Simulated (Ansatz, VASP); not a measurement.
## Cs: VASP beside Ansatz

```
CELL_PARAMETERS angstrom
-3.02250 3.02250 3.02250
3.02250 -3.02250 3.02250
3.02250 3.02250 -3.02250
ATOMIC_POSITIONS crystal
Cs 0.00000 0.00000 0.00000
```

Alike in both runs: task single point; functional PBE; k mesh 12 × 12 × 12; occupations gaussian, width 0.15 eV; no spin polarisation.

|  | VASP | Ansatz |
| --- | --- | --- |
| version | VASP 6.6.1 | Ansatz 0.2.0 |
| potentials or method | VASP PAW PBE potentials, release 64 (Cs_sv) | scalar-relativistic, plane waves, PAW |
| plane-wave cutoff (eV) | 520 | 420 |
| valence electrons in the cell | 9 | 9 |

|  | VASP | Ansatz | Ansatz less VASP |
| --- | --- | --- | --- |
| gap on the k mesh at the Fermi level (eV) | none | none | - |
| pressure (GPa) | 0.1 | 0.1 | +0.01 |

A gap of «none» marks a metal or a gap that the smearing closes.

Spin-orbit coupling is left out, which matters for the levels of Cs.
